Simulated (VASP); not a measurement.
# Si (P6/mmm) in VASP: a series of runs

One crystal, Si, is run at these levels: PBEsol; tasks: single point, relaxation of cell and atoms.

Program: VASP 6.6.1. These are calculated values, not measurements. Logs are shortened: lines on timing, memory, paths and dates and some standing lists are left out, and cuts for length are marked.

## 1. The structure

The structure is hexagonal, space group P6/mmm (No. 191). The conventional cell has a = 4.431 Å, b = 4.431 Å, c = 2.546 Å, α = 90.00°, β = 90.00°, γ = 120.00°. Around Si (site symmetry 6/mmm) lie 14 Si at 2.55 to 2.86 Å. Si (site symmetry -6m2) is surrounded by 11 Si at 2.55 to 2.86 Å.

This isn't the form of Si at room conditions, which is diamond.

## 2. Single point, PBEsol

File INCAR:

```
ALGO = Normal
EDIFF = 1E-6
ENCUT = 520
GGA = PS
ISIF = 2
ISMEAR = -1
LASPH = True
LCHARG = False
LREAL = False
LWAVE = False
NBANDS = 13
NELM = 100
PREC = Accurate
SIGMA = 0.1
```

File KPOINTS:

```
k-points
0
Gamma
  11 11 16
```

File POSCAR:

```
Si
1.0
    4.4308098108      0.0000000000      0.0000000000
   -2.2154049054      3.8371938554      0.0000000000
    0.0000000000      0.0000000000      2.5462787532
Si
3
Direct
    1.0000000000      1.0000000000      0.0000000000
    0.3333333333      0.6666666667      0.5000000000
    0.6666666667      0.3333333333      0.5000000000
```

Potentials or basis: VASP PAW PBE potentials, release 64 (Si).

On the command line:

```sh
$ cat potpaw_PBE.64/Si/POTCAR > POTCAR
$ mpirun -np 1 vasp_std > vasp.out
```

OUTCAR:

```text
EDIFF = 1E-6
   ENCUT = 520
   GGA = PS
   ISIF = 2
   ISMEAR = -1
   LASPH = True
   LREAL = False
   NELM = 100
   PREC = Accurate

 ion  position               nearest neighbor table
   1  0.000  0.000  0.000-   2 2.86   3 2.86   2 2.86   3 2.86   2 2.86   2 2.86   3 2.86   3 2.86
                             3 2.86   3 2.86   2 2.86   2 2.86
   2  0.333  0.667  0.500-   3 2.56   3 2.56   3 2.56   1 2.86   1 2.86   1 2.86   1 2.86   1 2.86
                             1 2.86
   3  0.667  0.333  0.500-   2 2.56   2 2.56   2 2.56   1 2.86   1 2.86   1 2.86   1 2.86   1 2.86
                             1 2.86

  LATTYP: Found a hexagonal cell.
 ALAT       =     4.4308098108
 C/A-ratio  =     0.5746757053

  Lattice vectors:

 A1 = (   4.4308098108,   0.0000000000,   0.0000000000)
 A2 = (  -2.2154049054,   3.8371938554,   0.0000000000)
 A3 = (   0.0000000000,   0.0000000000,   2.5462787532)

Analysis of symmetry for initial positions (statically):
=====================================================================
 Subroutine PRICEL returns:
 Original cell was already a primitive cell.

 Routine SETGRP: Setting up the symmetry group for a
 hexagonal supercell.

 Subroutine GETGRP returns: Found 24 space group operations
 (whereof 24 operations were pure point group operations)
 out of a pool of 24 trial point group operations.

The static configuration has the point symmetry D_6h.

Analysis of symmetry for dynamics (positions and initial velocities):
=====================================================================
 Subroutine PRICEL returns:
 Original cell was already a primitive cell.

 Routine SETGRP: Setting up the symmetry group for a
 hexagonal supercell.

 Subroutine GETGRP returns: Found 24 space group operations
 (whereof 24 operations were pure point group operations)
 out of a pool of 24 trial point group operations.

The dynamic configuration has the point symmetry D_6h.

 Subroutine INISYM returns: Found 24 space group operations
 (whereof 24 operations are pure point group operations),
 and found     1 'primitive' translations

----------------------------------------------------------------------------------------

                                     Primitive cell

  volume of cell :      43.2915

  direct lattice vectors                    reciprocal lattice vectors
     4.430809811  0.000000000  0.000000000     0.225692377  0.130303555  0.000000000
    -2.215404905  3.837193855  0.000000000     0.000000000  0.260607110  0.000000000
     0.000000000  0.000000000  2.546278753     0.000000000  0.000000000  0.392729979

  length of vectors
     4.430809811  4.430809811  2.546278753     0.260607110  0.260607110  0.392729979

  position of ions in fractional coordinates (direct lattice)
     0.000000000  0.000000000  0.000000000
     0.333333333  0.666666667  0.500000000
     0.666666667  0.333333333  0.500000000

  ion indices of the primitive-cell ions
   primitive index   ion index
                 1           1
                 2           2
                 3           3

----------------------------------------------------------------------------------------

 KPOINTS: k-points

Automatic generation of k-mesh.
 Grid dimensions read from file:
 generate k-points for:   11   11   16

 Generating k-lattice:

  Cartesian coordinates                     Fractional coordinates (reciprocal lattice)
     0.020517489  0.011845778  0.000000000     0.090909091  0.000000000  0.000000000
     0.000000000  0.023691555  0.000000000     0.000000000  0.090909091  0.000000000
     0.000000000  0.000000000  0.024545624     0.000000000  0.000000000  0.062500000

  Length of vectors
     0.023691555  0.023691555  0.024545624

  Shift w.r.t. Gamma in fractional coordinates (k-lattice)
     0.000000000  0.000000000  0.000000000

 Subroutine IBZKPT returns following result:
 ===========================================

 Found    144 irreducible k-points:

 Following reciprocal coordinates:
            Coordinates               Weight
  0.000000  0.000000  0.000000      1.000000
  0.090909  0.000000  0.000000      6.000000
  0.181818  0.000000  0.000000      6.000000
  0.272727  0.000000  0.000000      6.000000
  0.363636  0.000000  0.000000      6.000000
  0.454545  0.000000  0.000000      6.000000
[... 16 lines left out ...]
  0.090909  0.090909  0.062500     12.000000
  0.181818  0.090909  0.062500     24.000000
 [... further k-points ...]
   k-points           NKPTS =    144   k-points in BZ     NKDIM =    144   number of bands    NBANDS=     13
   number of dos      NEDOS =    301   number of ions     NIONS =      3
   total plane-waves  NPLWV =  25920
   dimension x,y,z NGX =    36 NGY =   36 NGZ =   20
   dimension x,y,z NGXF=    72 NGYF=   72 NGZF=   40
   ions per type =               3
   NGX,Y,Z   is equivalent  to a cutoff of  13.51, 13.51, 13.06 a.u.
   NGXF,Y,Z  is equivalent  to a cutoff of  27.01, 27.01, 26.12 a.u.
 SYSTEM =  unknown system
   PREC   = accura    normal or accurate (medium, high low for compatibility)
   ISTART =      0    job   : 0-new  1-cont  2-samecut
   ICHARG =      2    charge: 1-file 2-atom 10-const
   ISPIN  =      1    spin polarized calculation?
   LNONCOLLINEAR =      F non collinear calculations
   LSORBIT =      F    spin-orbit coupling
   LASPH  =      T    aspherical Exc in radial PAW
   ENCUT  =  520.0 eV  38.22 Ry    6.18 a.u.   8.24  8.24  4.73*2*pi/ulx,y,z
   NELM   =    100;   NELMIN=  2; NELMDL= -5     # of ELM steps
   EDIFF  = 0.1E-05   stopping-criterion for ELM
   LREAL  =      F    real-space projection
   EDIFFG = 0.1E-04   stopping-criterion for IOM
   NSW    =      0    number of steps for IOM
   IBRION =     -1    ionic relax: 0-MD 1-quasi-New 2-CG
   NFREE  =      0    steps in history (QN), initial steepest desc. (CG)
   ISIF   =      2    stress and relaxation
   ISYM   =      2    0-nonsym 1-usesym 2-fastsym
   POTIM  = 0.5000    time-step for ionic-motion
   TEBEG  =    0.0;   TEEND  =   0.0 temperature during run
   PSTRESS=    0.0 pullay stress
   NELECT =      12.0000    total number of electrons
   NUPDOWN=      -1.0000    fix difference up-down
   EMIN   =  10.00;   EMAX   =-10.00  energy-range for DOS
   EFERMI =   0.00;   METHOD = LEGACY
   ISMEAR =    -1;   SIGMA  =   0.10  broadening in eV -4-tet -1-fermi 0-gaus
   EFERMI_NEDOS =   21; number of points for ismear=-14 and -15
   IALGO  =     38    algorithm
   IMIX   =      4    mixing-type and parameters
     AMIX     =   0.40;   BMIX     =  1.00
     AMIX_MAG =   1.60;   BMIX_MAG =  1.00
  volume/ion in A,a.u.               =      14.43        97.38
  Fermi-wavevector in a.u.,A,eV,Ry     =   1.067417  2.017127 15.502207  1.139380
  Thomas-Fermi vector in A             =   2.203033
   LORBIT       =      0    0 simple, 1 ext, 2 COOP (PROOUT), +10 PAW based schemes
   GGA     = PS    functional components
   LHFCALC =     F    Hartree Fock is set to
   AEXX    =    0.0000 exact exchange contribution
   IVDW    =     0    specifies the selected vdW correction
   LEPSILON=     F    determine dielectric tensor
   LRPA    =     F    only Hartree local field effects (RPA)
 non-spin polarized calculation
  energy-cutoff  :      520.00
  volume of cell :       43.29
 maximum number of plane-waves:      1184
 NGX is ok and might be reduce to    36
   NGX = 17   NGY = 17   NGZ =  9

 number of electron      12.0000000 magnetization

 Free energy of the ion-electron system (eV)
  ---------------------------------------------------
  ext. energy  EPLUGINS =         0.00000000
  ---------------------------------------------------
  free energy    TOTEN  =       -16.13216418 eV

  energy without entropy =      -16.08760690  energy(sigma->0) =      -16.10988554

 E-fermi :  10.0452     XC(G=0): -11.2470

 val. band max:       10.0399745624   @ k =   0.2727   0.2727   0.3125
 cond. band min:      10.0544343014   @ k =   0.0909   0.0000   0.1875
 fundamental gap:      0.0144597390
 Fermi energy:        10.0452371025

 k-point     1 :       0.0000    0.0000    0.0000
  band No.  band energies     occupation
      1      -4.3315      2.00000
      2       4.6796      2.00000
      3       4.8661      2.00000
      4       5.5525      2.00000
      5       5.5525      2.00000
      6       5.6264      2.00000
      7       5.6264      2.00000
      8      16.2558      0.00000
      9      17.6317      0.00000
     10      20.9018      0.00000
     11      20.9018      0.00000
     12      22.2890      0.00000
     13      22.6990      0.00000

 k-point     2 :       0.0909    0.0000    0.0000
  band No.  band energies     occupation
      1      -4.2500      2.00000
      2       3.6095      2.00000
      3       4.2114      2.00000
      4       4.8161      2.00000
      5       6.0447      2.00000
      6       6.5158      2.00000
      7       7.1448      2.00000
      8      16.3252      0.00000
      9      17.6443      0.00000
     10      19.8788      0.00000
     11      20.2414      0.00000
     12      22.3919      0.00000
     13      22.4238      0.00000

 k-point     3 :       0.1818    0.0000    0.0000
  band No.  band energies     occupation
      1      -4.0058      2.00000
      2       2.1495      2.00000
      3       3.6013      2.00000
      4       4.1978      2.00000
      5       7.0881      2.00000
      6       7.5926      2.00000
      7       9.0254      1.99993
      8      16.5331      0.00000
      9      17.3956      0.00000
     10      18.5830      0.00000
     11      18.7265      0.00000
     12      21.5736      0.00000
     13      22.2418      0.00000
[... 305 lines left out ...]
 k-point    23 :       0.0909    0.0909    0.0625
  band No.  band energies     occupation
      1      -3.9999      2.00000
      2       2.9720      2.00000
      3       3.0422      2.00000
      4       5.5874      2.00000
      5       5.6943      2.00000
      6       8.2064      2.00000
      7       8.2081      2.00000
      8      14.6209      0.00000
      9      18.1974      0.00000
     10      19.6081      0.00000
     11      19.7665      0.00000
     12      20.4067      0.00000
     13      21.0916      0.00000

 k-point    24 :       0.1818    0.0909    0.0625
  band No.  band energies     occupation
      1      -3.6747      2.00000
      2       1.6061      2.00000
      3       2.4615      2.00000
      4       5.1073      2.00000
      5       6.7823      2.00000
      6       9.3400      1.99827
      7      10.1496      0.52097
      8      14.8535      0.00000
      9      16.4599      0.00000
     10      18.4327      0.00000
     11      19.4037      0.00000
     12      20.1371      0.00000
     13      20.5449      0.00000

 [... further k-points ...]

------------------------ aborting loop because EDIFF is reached ----------------------------------------

  FORCE on cell =-STRESS in cart. coord.  units (eV):
  Direction    XX          YY          ZZ          XY          YZ          ZX
  --------------------------------------------------------------------------------------
  -------------------------------------------------------------------------------------
  Total        0.0623378      0.0623378     -0.0097343      0.0000000      0.0000000      0.0000000
  in kB        2.3070621      2.3070621     -0.3602588      0.0000000      0.0000000      0.0000000
  external PRESSURE =       1.4179551 kB  Pullay stress =       0.0000000 kB

 VOLUME and BASIS-vectors are now :
 -----------------------------------------------------------------------------
  energy-cutoff  :      520.00
  volume of cell :       43.29
      direct lattice vectors                 reciprocal lattice vectors
     4.430809811  0.000000000  0.000000000     0.225692377  0.130303555  0.000000000
    -2.215404905  3.837193855  0.000000000     0.000000000  0.260607110  0.000000000
     0.000000000  0.000000000  2.546278753     0.000000000  0.000000000  0.392729979

 POSITION                                       TOTAL-FORCE (eV/Angst)
 -----------------------------------------------------------------------------------
      0.00000      0.00000      0.00000         0.000000      0.000000      0.000000
     -0.00000      2.55813      1.27314        -0.000000      0.000000     -0.000000
      2.21540      1.27906      1.27314         0.000000      0.000000      0.000000
 -----------------------------------------------------------------------------------
    total drift:                               -0.000000     -0.000000     -0.000000

  FREE ENERGIE OF THE ION-ELECTRON SYSTEM (eV)
  ---------------------------------------------------
  free  energy   TOTEN  =       -16.1321641801 eV

  energy  without entropy=      -16.0876069034  energy(sigma->0) =      -16.10988554
```

Wall time 36 s (1 thread of Intel Xeon Platinum 8488C (Sapphire Rapids), shared host); peak memory 0.19 GiB.

Results:

| Quantity | Value |
| --- | --- |
| Free energy | -16.1322 eV |
| Pressure | 0.1 GPa |
| Band gap on the k mesh | none (metal or under the smearing width) |

Stress tensor (GPa, compression positive):
```
 0.23  0.00  0.00
 0.00  0.23  0.00
 0.00  0.00 -0.04
```

Caveat: the PAW data sets were made with another functional, which shifts forces and pressure a little.

## 3. Single point, PBEsol

File INCAR:

```
PREC = Accurate ; ENCUT = 520
EDIFF = 1E-6 ; ISMEAR = -1
SIGMA = 0.1 ; LREAL = F
LASPH = T ; NELM = 100
ALGO = Normal ; ISIF = 2
LWAVE = F ; LCHARG = F
GGA = PS ; NBANDS = 13
```

File KPOINTS:

```
regular mesh
0
Gamma
  8 8 12
```

POSCAR is that of step 2.

Potentials or basis: VASP PAW PBE potentials, release 64 (Si).

On the command line:

```sh
$ cat potpaw_PBE.64/Si/POTCAR > POTCAR
$ mpirun -np 1 vasp_std > vasp.out
```

Wall time 20 s (1 thread of Intel Xeon Platinum 8488C (Sapphire Rapids), shared host); peak memory 0.17 GiB.

Results (log left out):

```yaml
Free_energy: -16.1336 eV
Pressure: 0.1 GPa
Band_gap_on_the_k_mesh: none (metal or under the smearing width)
```

Levels at points of the mesh, in eV from the Fermi level:
```tsv
k point	band 4	band 5	band 6	band 7	band 8	band 9
(0.00, 0.00, 0.00)	-4.44	-4.44	-4.36	-4.36	6.27	7.64
(0.50, 0.00, 0.00)	-6.74	1.81	1.96	2.38	2.68	5.63
(0.00, 0.00, 0.50)	-0.56	-0.54	-0.54	0.41	0.92	0.92
(0.50, 0.00, 0.50)	-5.97	-2.19	-2.10	-1.96	-0.67	5.80
```

Caveat: the PAW data sets were made with another functional, which shifts forces and pressure a little.

## 4. Relaxation of cell and atoms, PBEsol

This run uses another cell than the first one, of 15.02 Å³/atom, 1.041 times its volume.

File INCAR:

```
ALGO = Fast
EDIFF = 1E-6
EDIFFG = -0.01
ENCUT = 600
GGA = PS
IBRION = 2
ISIF = 3
ISMEAR = -1
LASPH = True
LCHARG = False
LREAL = False
LWAVE = False
NELM = 100
NSW = 80
PREC = Accurate
SIGMA = 0.1
```

File KPOINTS:

```
k-points
0
Gamma
  8 8 12
```

File POSCAR:

```
Si
1.0
    4.3942991671      0.0000000000      0.0000000000
   -2.1971495836      3.8055747106      0.0000000000
    0.0000000000      0.0000000000      2.6937053894
Si
3
Direct
    0.0000000000      0.0000000000      0.0000000000
    0.3333333333      0.6666666667      0.5000000000
    0.6666666667      0.3333333333      0.5000000000
```

On the command line:

```sh
$ cat potpaw_PBE.64/Si/POTCAR > POTCAR
$ mpirun -np 1 vasp_std > vasp.out
```

It took 100 s on 1 thread of Intel Xeon Platinum 8488C (Sapphire Rapids), shared host; peak memory 0.19 GiB.

The run converged. Its results:

```yaml
Free_energy: -16.1336 eV
Relaxed_volume: 14.45 Å³/atom
Relaxed_cell: a = 4.433 Å, b = 4.433 Å, c = 2.548 Å, α = 90.00°, β = 90.00°, γ = 120.00°
Space_group_after_relaxing_to_0.05_Å: P6/mmm (No. 191)
Energy_gained_by_relaxing: 23.4 meV/atom
Ionic_steps: 9
Pressure_after_relaxing: 0.0 GPa
Band_gap_on_the_k_mesh: none (metal or under the smearing width)
```

The path:
```csv
step,energy change (eV),largest force (eV/Å),pressure (GPa),volume (Å³)
1,0.0000,0.0000,-3.89,45.05
2,-0.0332,0.0000,1.30,42.70
3,-0.0333,0.0000,1.02,42.82
4,-0.0581,0.0000,1.76,42.55
5,-0.0053,0.0000,5.14,41.81
6,-0.0628,0.0000,2.31,42.40
7,-0.0687,0.0000,-0.70,43.70
8,-0.0699,0.0000,0.15,43.30
9,-0.0701,0.0000,-0.01,43.36
```

Final structure:
```xyz
3
Lattice="4.4326 0.0000 0.0000 -2.2163 3.8388 0.0000 0.0000 0.0000 2.5481" Properties=species:S:1:pos:R:3 pbc="T T T"
Si    4.4326    0.0000    0.0000
Si    0.0000    2.5592    1.2740
Si    2.2163    1.2796    1.2740
```

Levels at points of the mesh, in eV from the Fermi level:
```tsv
k point	band 2	band 3	band 4	band 5	band 6	band 7	band 8	band 9	band 10
(0.00, 0.00, 0.00)	-5.31	-5.12	-4.43	-4.43	-4.35	-4.35	6.25	7.63	10.90
(0.50, 0.00, 0.00)	-11.83	-7.34	-6.73	1.81	1.96	2.38	2.68	5.62	7.38
(0.00, 0.00, 0.50)	-8.35	-0.77	-0.56	-0.54	-0.54	0.40	0.92	0.92	0.99
(0.50, 0.00, 0.50)	-6.77	-6.02	-5.97	-2.18	-2.10	-1.96	-0.67	5.79	5.82
```

Caveat: the PAW data sets were made with another functional, which shifts forces and pressure a little.

## 5. Single point, PBEsol

This run uses another cell than the first one, of 12.70 Å³/atom, 0.880 times its volume.

File INCAR:

```
  PREC = Accurate
  ENCUT = 520
  EDIFF = 1E-6
  ISMEAR = -1
  SIGMA = 0.1
  LREAL = False
  LASPH = True
  NELM = 80
  ALGO = Normal
  ISIF = 2
  LWAVE = False
  LCHARG = True
  GGA = PS
  LELF = True
  LVHAR = True
  NBANDS = 13
```

File KPOINTS:

```
regular mesh
0
Gamma
  9 9 14
```

File POSCAR:

```
Si
1.0
    4.2459740220      0.0000000000      0.0000000000
   -2.1229870110      3.6771213669      0.0000000000
    0.0000000000      0.0000000000      2.4400581160
Si
3
Direct
    1.0000000000      1.0000000000      0.0000000000
    0.3333333333      0.6666666667      0.5000000000
    0.6666666667      0.3333333333      0.5000000000
```

On the command line:

```sh
$ cat potpaw_PBE.64/Si/POTCAR > POTCAR
$ mpirun -np 1 vasp_std > vasp.out
```

It took 15 s on 1 thread of Intel Xeon Platinum 8488C (Sapphire Rapids), shared host; peak memory 0.16 GiB.

The run converged. Its results:

```yaml
Free_energy: -15.8885 eV
Pressure: 17.4 GPa
Band_gap_on_the_k_mesh: none (metal or under the smearing width)
```

Stress tensor (GPa, compression positive):
```
15.06  0.00  0.00
 0.00 15.06  0.00
 0.00  0.00 22.16
```

Levels at points of the mesh, in eV from the Fermi level:
```tsv
k point	band 3	band 4	band 5	band 6	band 7	band 8	band 9	band 10
(0.00, 0.00, 0.00)	-5.13	-5.13	-5.09	-5.07	-5.07	6.95	7.95	12.51
(0.00, 0.00, 0.50)	-0.86	-0.67	-0.67	-0.30	0.61	0.61	0.80	0.80
```

Caveat: so large a pressure means that the cell lies far from this level's equilibrium, or that cutoff or potentials fall short; the potentials were made for another functional, which shifts forces and pressure.

## 6. The runs side by side

```csv
task,cell,k mesh,cutoff (eV),gap on the mesh (eV),pressure (GPa)
single point,"P6/mmm, 14.43 Å³/atom",11 × 11 × 16,520,none,0.1
single point,"P6/mmm, 14.43 Å³/atom",8 × 8 × 12,520,none,0.1
relaxation of cell and atoms,relaxed,8 × 8 × 12,600,none,0.0
single point,"P6/mmm, 12.7 Å³/atom",9 × 9 × 14,520,none,17.4
```

Alike in all rows: level PBEsol; potentials or basis VASP PAW PBE potentials, release 64 (Si); no spin polarisation; smearing fermi-dirac 0.1 eV.

Every run on the cell as given and a fine mesh finds a metal.

Caveats: the PAW data sets were made with another functional, which shifts forces and pressure a little (some runs); so large a pressure means that the cell lies far from this level's equilibrium, or that cutoff or potentials fall short (some runs); the potentials were made for another functional, which shifts forces and pressure (some runs).

Absolute energies hang on the potentials; compare differences alone.
